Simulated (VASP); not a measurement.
# Which native defect does PbO2 form most easily?

Aim: formation energies of the vacancies and antisites of PbO2, in the two limits of its composition. The start is a computed cell from the Materials Project.

Program: VASP 6.6.1. Level of theory: PBE; plane waves and PAW (Pb, O), in the first sound run; inputs show where later runs differ. Results are calculated unless marked as measured.

### Step 1. The host crystal

The structure is tetragonal, space group P4_2/mnm (No. 136). The conventional cell has a = 4.995 Å, b = 4.995 Å, c = 3.409 Å, α = 90.00°, β = 90.00°, γ = 90.00°. Nearest to Pb lie 6 O at 2.17 to 2.18 Å. Nearest to O lie 3 Pb at 2.17 to 2.18 Å. Farther neighbours and most contacts between anions are not listed.

Coordinates:

```cif
data_structure
_symmetry_space_group_name_H-M 'P 1'
_symmetry_Int_Tables_number 1
_cell_length_a 4.9950
_cell_length_b 4.9950
_cell_length_c 3.4090
_cell_angle_alpha 90.000
_cell_angle_beta 90.000
_cell_angle_gamma 90.000
_cell_volume 85.05
loop_
_atom_site_label
_atom_site_type_symbol
_atom_site_fract_x
_atom_site_fract_y
_atom_site_fract_z
_atom_site_occupancy
Pb1 Pb 0.50000 0.50000 0.50000 1
Pb2 Pb 0.00000 0.00000 0.00000 1
O3 O 0.69257 0.69257 0.00000 1
O4 O 0.80743 0.19257 0.50000 1
O5 O 0.19257 0.80743 0.50000 1
O6 O 0.30743 0.30743 0.00000 1
```

### Step 2. The host at zero pressure

The later steps need the crystal at this functional's own lattice; a raised cutoff keeps the stress reliable while the cell changes.

File INCAR:

```
SYSTEM = PbO2
PREC = Accurate
ENCUT = 520
EDIFF = 1E-06
NELM = 120
ISMEAR = 0
SIGMA = 0.05
LREAL = .FALSE.
ALGO = Normal
GGA = PE
NBANDS = 22
LORBIT = 11
LWAVE = .FALSE.
LCHARG = .FALSE.
KPAR = 8
LASPH = .TRUE.
IBRION = 2
NSW = 40
ISIF = 3
EDIFFG = -0.02
POTIM = 0.4
```

File POSCAR:

```
PbO2
1.0
    4.9949598700      0.0000000000      0.0000000000
    0.0000000000      4.9949598700      0.0000000000
    0.0000000000      0.0000000000      3.4090009600
Pb O
2 4
Direct
    0.5000000000      0.5000000000      0.5000000000
    0.0000000000      0.0000000000      0.0000000000
    0.6925710400      0.6925710400      0.0000000000
    0.8074289600      0.1925710400      0.5000000000
    0.1925710400      0.8074289600      0.5000000000
    0.3074289600      0.3074289600      0.0000000000
```

File KPOINTS:

```
Automatic mesh
0
Gamma
4 4 6
0 0 0
```

Potentials, in the order of the species: Pb and O (PBE family, release 64).

Command:

```sh
$ mpirun -np 8 vasp_std
```

The program printed:

```text
[banner, memory and clock lines left out]
running    8 mpi-ranks, on    1 nodes
 distrk:  each k-point on    1 cores,    8 groups
 distr:  one band on    1 cores,    1 groups

 POSCAR found type information on POSCAR PbO
 POSCAR found :  2 types and       6 ions
|                                                                             |
|           W    W    AA    RRRRR   N    N  II  N    N   GGGG   !!!           |
|           W    W   A  A   R    R  NN   N  II  NN   N  G    G  !!!           |
|           W    W  A    A  R    R  N N  N  II  N N  N  G       !!!           |
|           W WW W  AAAAAA  RRRRR   N  N N  II  N  N N  G  GGG   !            |
|           WW  WW  A    A  R   R   N   NN  II  N   NN  G    G                |
|           W    W  A    A  R    R  N    N  II  N    N   GGGG   !!!           |
|                                                                             |
|     For optimal performance we recommend to set                             |
|       NCORE = 2 up to number-of-cores-per-socket                            |
|     NCORE specifies how many cores store one orbital (NPAR=cpu/NCORE).      |
|     This setting can greatly improve the performance of VASP for DFT.       |
|     The default, NCORE=1 might be grossly inefficient on modern             |
|     multi-core architectures or massively parallel machines. Do your        |
|     Unfortunately you need to use the default for GW and RPA                |
|     calculations (for HF NCORE is supported but not extensively tested      |
|     yet).                                                                   |
|                                                                             |

 LDA part: xc-table for (Slater+PW92), standard interpolation
 POSCAR, INCAR and KPOINTS ok, starting setup
 FFT: planning ... GRIDC
 FFT: planning ... GRID_SOFT
 FFT: planning ... GRID
 WAVECAR not read
 entering main loop
       N       E                     dE             d eps       ncg     rms          rms(c)
DAV:   1     0.205727771287E+03    0.20573E+03   -0.15368E+04  1056   0.130E+03
DAV:   2    -0.222115778139E+02   -0.22794E+03   -0.21692E+03  1404   0.278E+02
DAV:   3    -0.380084335792E+02   -0.15797E+02   -0.15574E+02  1308   0.797E+01
DAV:   4    -0.382086529839E+02   -0.20022E+00   -0.19993E+00  1236   0.990E+00
DAV:   5    -0.382119589807E+02   -0.33060E-02   -0.33041E-02  1302   0.126E+00    0.373E+01
DAV:   6    -0.322605210715E+02    0.59514E+01   -0.24206E+01  1164   0.316E+01    0.181E+01
DAV:   7    -0.321026538249E+02    0.15787E+00   -0.13503E+00  1134   0.781E+00    0.507E+00
DAV:   8    -0.320478374038E+02    0.54816E-01   -0.46738E-02  1326   0.174E+00    0.149E+00
DAV:   9    -0.320408914414E+02    0.69460E-02   -0.18269E-02  1268   0.919E-01    0.654E-01
DAV:  10    -0.320415061990E+02   -0.61476E-03   -0.10846E-03  1308   0.213E-01    0.157E-01
DAV:  11    -0.320415687863E+02   -0.62587E-04   -0.12015E-04  1374   0.759E-02    0.345E-02
DAV:  12    -0.320415627749E+02    0.60114E-05   -0.16256E-05  1308   0.259E-02    0.189E-02
DAV:  13    -0.320415634003E+02   -0.62541E-06   -0.61962E-07   852   0.594E-03
   1 F= -.32041563E+02 E0= -.32041544E+02  d E =-.320416E+02
 curvature:   0.00 expect dE= 0.000E+00 dE for cont linesearch  0.000E+00
 trial: gam= 0.00000 g(F)=  0.646E-03 g(S)=  0.309E+00 ort = 0.000E+00 (trialstep = 0.100E+01)
 search vector abs. value=  0.310E+00
 bond charge predicted
       N       E                     dE             d eps       ncg     rms          rms(c)
DAV:   1    -0.331578647798E+02   -0.11163E+01   -0.21958E+01  1080   0.369E+01    0.114E+01
DAV:   2    -0.321606776044E+02    0.99719E+00   -0.45460E+00  1062   0.147E+01    0.208E+00
DAV:   3    -0.321217221954E+02    0.38955E-01   -0.14779E-01  1152   0.279E+00    0.231E+00
DAV:   4    -0.321040327056E+02    0.17689E-01   -0.25444E-02  1178   0.880E-01    0.294E-01
DAV:   5    -0.321030135380E+02    0.10192E-02   -0.41041E-03  1266   0.394E-01    0.156E-01
DAV:   6    -0.321031017632E+02   -0.88225E-04   -0.45147E-04  1276   0.123E-01    0.438E-02
DAV:   7    -0.321031304183E+02   -0.28655E-04   -0.32005E-05  1272   0.436E-02    0.251E-02
DAV:   8    -0.321031312287E+02   -0.81047E-06   -0.13964E-06  1058   0.695E-03
   2 F= -.32103131E+02 E0= -.32103089E+02  d E =-.615678E-01
[...]
3 F= -.32134374E+02 E0= -.32134341E+02  d E =-.928107E-01
[...]
4 F= -.32136683E+02 E0= -.32136650E+02  d E =-.230888E-02
[...]
5 F= -.32137562E+02 E0= -.32137527E+02  d E =-.318763E-02
[...]
6 F= -.32137583E+02 E0= -.32137549E+02  d E =-.320900E-02
 curvature:  -1.00 expect dE=-0.228E-03 dE for cont linesearch -0.266E-07
 trial: gam= 0.07566 g(F)=  0.148E-03 g(S)=  0.810E-04 ort =-0.942E-05 (trialstep = 0.113E+01)
 search vector abs. value=  0.246E-03
 bond charge predicted
       N       E                     dE             d eps       ncg     rms          rms(c)
DAV:   1    -0.321378895851E+02   -0.30650E-03   -0.33188E-02  1068   0.142E+00    0.111E-01
DAV:   2    -0.321378153259E+02    0.74259E-04   -0.54496E-04  1302   0.172E-01    0.455E-02
DAV:   3    -0.321377860679E+02    0.29258E-04   -0.21662E-05  1232   0.357E-02    0.202E-02
DAV:   4    -0.321377784338E+02    0.76341E-05   -0.77141E-06  1248   0.220E-02    0.366E-03
DAV:   5    -0.321377783785E+02    0.55350E-07   -0.67580E-07   612   0.568E-03
   7 F= -.32137778E+02 E0= -.32137744E+02  d E =-.195243E-03
 trial-energy change:   -0.000195  1 .order   -0.000197   -0.000258   -0.000135
 step:   2.3717(harm=  2.3717)  dis= 0.00157  next Energy=   -32.137853 (dE=-0.270E-03)
 reached required accuracy - stopping structural energy minimisation
```

It took 50 s on 8 MPI ranks of Intel Xeon Platinum 8124M at 3.00GHz (Skylake/Cascade Lake), shared host; peak memory 2 GiB.

The logs omit lines about the potential files and the build; timing stands in the text.

From OUTCAR (step 2):

```text
ion  position               nearest neighbor table
   1  0.500  0.500  0.500-   4 2.17   5 2.17   3 2.18   6 2.18   3 2.18   6 2.18   2 3.92   2 3.92
                             2 3.92   2 3.92   2 3.92   2 3.92   2 3.92   2 3.92
   2  0.000  0.000  0.000-   3 2.17   6 2.17   5 2.18   4 2.18   4 2.18   5 2.18   1 3.92   1 3.92
                             1 3.92   1 3.92   1 3.92   1 3.92   1 3.92   1 3.92
   3  0.693  0.693  0.000-   2 2.17   1 2.18   1 2.18
   4  0.807  0.193  0.500-   1 2.17   2 2.18   2 2.18
   5  0.193  0.807  0.500-   1 2.17   2 2.18   2 2.18
   6  0.307  0.307  0.000-   2 2.17   1 2.18   1 2.18

  LATTYP: Found a simple tetragonal cell.
 ALAT       =     4.9949598700
 C/A-ratio  =     0.6824881578

 Subroutine GETGRP returns: Found 16 space group operations
 (whereof  8 operations were pure point group operations)

The static configuration has the point symmetry D_2h.
 The point group associated with its full space group is D_4h.

 Found     24 irreducible k-points:

   k-points           NKPTS =     24   k-points in BZ     NKDIM =     24   number of bands    NBANDS=     22

   dimension x,y,z NGX =    40 NGY =   40 NGZ =   28
   dimension x,y,z NGXF=    80 NGYF=   80 NGZF=   56

   ENCUT  =  520.0 eV  38.22 Ry    6.18 a.u.   9.29  9.29  6.34*2*pi/ulx,y,z

   NELECT =      32.0000    total number of electrons

 k-points in reciprocal lattice and weights: Automatic mesh
   0.00000000  0.00000000  0.00000000       0.010
   0.25000000  0.00000000  0.00000000       0.042
   0.50000000  0.00000000  0.00000000       0.021
   0.25000000  0.25000000  0.00000000       0.042
   0.50000000  0.25000000  0.00000000       0.042
   0.50000000  0.50000000  0.00000000       0.010
   0.00000000  0.00000000  0.16666667       0.021
   0.25000000  0.00000000  0.16666667       0.083
   0.50000000  0.00000000  0.16666667       0.042
[...]
0.50000000  0.25000000  0.50000000       0.042
   0.50000000  0.50000000  0.50000000       0.010

 average (electrostatic) potential at core
       1 -43.9355       2 -43.9355       3 -71.6628       4 -71.6628       5 -71.6628
       6 -71.6628

 E-fermi :   2.2111

 k-point     1 :       0.0000    0.0000    0.0000
  band No.  band energies     occupation
    ...
     12       1.3033      2.00000
     13       1.4544      2.00000
     14       1.4544      2.00000
     15       1.6381      2.00000
     16       1.6381      2.00000
     17       2.2851      0.03630
     18       5.9509      0.00000
     19       7.8496      0.00000
     20       7.8496      0.00000
     21      11.6445      0.00000
    ...

 k-point     2 :       0.2500    0.0000    0.0000
  band No.  band energies     occupation
    ...
     12       1.1260      2.00000
     13       1.4434      2.00000
     14       1.4490      2.00000
     15       1.6905      2.00000
     16       2.0704      1.99993
     17       2.5166      0.00000
     18       5.4652      0.00000
     19       8.0910      0.00000
     20       8.1477      0.00000
     21      11.4213      0.00000
    ...

 k-point     3 :       0.5000    0.0000    0.0000
  band No.  band energies     occupation
    ...
     12       0.8778      2.00000
     13       1.4400      2.00000
     14       1.4400      2.00000
     15       1.8197      2.00000
     16       1.8197      2.00000
     17       4.1664      0.00000
     18       4.1664      0.00000
     19       8.4391      0.00000
     20       8.4391      0.00000
     21      11.4330      0.00000
    ...

  Total        0.0209613      0.0209613     -0.0579454      0.0000000      0.0000000      0.0000000
  in kB        0.3752465      0.3752465     -1.0373297      0.0000000      0.0000000      0.0000000
  external PRESSURE =      -0.0956122 kB  Pullay stress =       0.0000000 kB

  energy-cutoff  :      520.00
  volume of cell :       89.50
      direct lattice vectors                 reciprocal lattice vectors
     5.092272270  0.000000000  0.000000000     0.196375988  0.000000000  0.000000000
    -0.000000000  5.092272270  0.000000000    -0.000000000  0.196375988  0.000000000
     0.000000000  0.000000000  3.451352110     0.000000000  0.000000000  0.289741518

 POSITION                                       TOTAL-FORCE (eV/Angst)
 -----------------------------------------------------------------------------------
      2.54614      2.54614      1.72568         0.000000      0.000000      0.000000
     -0.00000      5.09227      0.00000         0.000000      0.000000      0.000000
      3.52387      3.52387      0.00000         0.011123      0.011123     -0.000000
      4.11453      0.97774      1.72568        -0.011123      0.011123     -0.000000
      0.97774      4.11453      1.72568         0.011123     -0.011123      0.000000
      1.56840      1.56840      3.45135        -0.011123     -0.011123      0.000000
 -----------------------------------------------------------------------------------
    total drift:                                0.000000     -0.000000      0.000000

  FREE ENERGIE OF THE ION-ELECTRON SYSTEM (eV)
  ---------------------------------------------------
  free  energy   TOTEN  =       -32.1377783785 eV

  energy  without entropy=      -32.1377092779  energy(sigma->0) =      -32.13774383

 reached required accuracy - stopping structural energy minimisation

 total charge
# of ion       s       p       d       tot
------------------------------------------
    1        1.393   1.528   0.523   3.445
    2        1.393   1.528   0.523   3.445
    3        1.584   3.353   0.000   4.937
    4        1.584   3.353   0.000   4.937
    5        1.584   3.353   0.000   4.937
    6        1.584   3.353   0.000   4.937
--------------------------------------------------
tot          9.123  16.468   1.046  26.637

[... 3 further parts left out ...]
```

The gap is read on the k-mesh alone, so it is an upper bound where the band edges lie off the mesh. The data set Pb keeps the semicore shell frozen, which is cheaper and a little less accurate. The run keeps the 16 symmetry operations of its start, so it cannot find a distortion of lower symmetry.

The steps of the relaxation:

| step | energy less that of the first step (eV) | largest force (eV/Å) | pressure (GPa) | volume (Å³) |
| --- | --- | --- | --- | --- |
| 1 | 0.0000 | 0.0647 | 7.51 | 85.05 |
| 2 | -0.0616 | 0.1622 | -3.60 | 91.77 |
| 3 | -0.0928 | 0.0892 | 0.08 | 89.18 |
| 4 | -0.0951 | 0.0325 | 0.05 | 89.31 |
| 5 | -0.0960 | 0.0404 | 0.03 | 89.48 |
| 6 | -0.0960 | 0.0309 | 0.03 | 89.46 |
| 7 | -0.0962 | 0.0157 | -0.01 | 89.50 |

| conventional cell, symmetrised | before | after | change |
| --- | --- | --- | --- |
| a (Å) | 4.995 | 5.092 | +1.9 % |
| b (Å) | 4.995 | 5.092 | +1.9 % |
| c (Å) | 3.409 | 3.451 | +1.2 % |
| volume (Å³/atom) | 14.18 | 14.92 | +5.2 % |

Final coordinates:

```cif
data_structure
_symmetry_space_group_name_H-M 'P 1'
_symmetry_Int_Tables_number 1
_cell_length_a 5.0923
_cell_length_b 5.0923
_cell_length_c 3.4514
_cell_angle_alpha 90.000
_cell_angle_beta 90.000
_cell_angle_gamma 90.000
_cell_volume 89.50
loop_
_atom_site_label
_atom_site_type_symbol
_atom_site_fract_x
_atom_site_fract_y
_atom_site_fract_z
_atom_site_occupancy
Pb1 Pb 0.50000 0.50000 0.50000 1
Pb2 Pb 0.00000 0.00000 0.00000 1
O3 O 0.69200 0.69200 0.00000 1
O4 O 0.80800 0.19200 0.50000 1
O5 O 0.19200 0.80800 0.50000 1
O6 O 0.30800 0.30800 0.00000 1
```

A gap read on the k-mesh alone can miss the band edges.

Numbers from this step:

```
electronic cycles                               : 51
electrons                                       : 32
free energy (TOTEN)                             : -32.14 eV
Fermi energy                                    : 2.211 eV
labelled metallic, from the levels on this mesh : no
gap on the k-mesh                               : 0.1577 eV
least direct gap on the k-mesh                  : 0.4462 eV
```

The run ended after 7 ionic steps, 0.096 eV below its first step, once forces and stress met EDIFFG = -0.02.

[end of part 1 of 5]

[Lines on the potential files, build, host, timing and source positions are cut from VASP's logs without a mark.]

[Logs are printed without paths, hosts, clocks, repeated set-up lines and the standing remarks that a program may print on its own settings, such as how far it seeks lower states.]

[Hosts, paths, dates, database ids (printed as entryN), source tags and the programs' standing remarks are cut or masked in the printed files.]

[In band tables of VASP the shares of atoms and orbitals are scaled to a sum of 1 inside the atoms' spheres.]

[Runs that stopped without an error message from VASP are left out.]
